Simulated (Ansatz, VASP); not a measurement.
Given: the input of a run of Ansatz 0.2.0 on TiAl.

The input input.yaml:

```yaml
crystal:
  lattice:
    - [2.9234973377, 0.0, 0.0]
    - [-1.4617486688, 2.5318229623, 0.0]
    - [0.0, 0.0, 4.7698334112]
  atoms:
    - { symbol: Ti, position: [0.0, 0.0, 0.0] }
    - { symbol: Al, position: [0.3333333333, 0.6666666667, 0.5] }
kpoints:
  mp_grid: { grid: [11, 11, 6] }
scf:
  occupations: { method: fermi_dirac, width: 0.05 }
hamiltonian:
  xc: lda
  pseudopotentials: { kind: all_electron, lapw: { basis_error: 0.001 } }
output:
  forces: true
  stress: true
  eigenvalues: true
```

Potentials or basis: all-electron LAPW, scalar-relativistic.

Run with:

```bash
$ ansatz run input.yaml --threads 1 --pin off --max-ram 3072MiB --backend cpu --events-out ev --progress --plain --runs-dir out
```

**Question.** Set up the same calculation for VASP 6.6.1. Potentials there: VASP PAW LDA potentials, release 64 (Ti_sv, Al).

**Answer.** As run (the cutoff follows the program's own potentials):

INCAR

```
ALGO = Fast
EDIFF = 1E-7
ENCUT = 520
ISIF = 2
ISMEAR = -1
LASPH = T
LCHARG = F
LREAL = F
LWAVE = F
NBANDS = 14
NELM = 60
PREC = Accurate
SIGMA = 0.05
```

Contents of KPOINTS:

```
k-points
0
Gamma
  11 11 6
```

The input POSCAR:

```
TiAl
1.0
    2.9234973377      0.0000000000      0.0000000000
   -1.4617486688      2.5318229623      0.0000000000
    0.0000000000      0.0000000000      4.7698334112
Ti Al
1 1
Direct
    0.0000000000      0.0000000000      0.0000000000
    0.3333333333      0.6666666667      0.5000000000
```

Potentials or basis: VASP PAW LDA potentials, release 64 (Ti_sv, Al).

Command:

```console
$ cat potpaw_LDA.64/Ti_sv/POTCAR potpaw_LDA.64/Al/POTCAR > POTCAR
$ mpirun -np 1 vasp_std > vasp.out
```

Both were run:

|  | VASP | Ansatz | Ansatz less VASP |
| --- | --- | --- | --- |
| gap on the k mesh at the Fermi level (eV) | none | none | - |
| pressure (GPa) | -10.9 | -10.9 | -0.07 |
| largest component of the traceless stress (GPa) | 1.37 | 1.41 | +0.042 |

A gap of «none» marks a metal or a gap that the smearing closes. Ansatz ran all-electron here, so the differences hold the error of VASP's frozen core and of both bases.
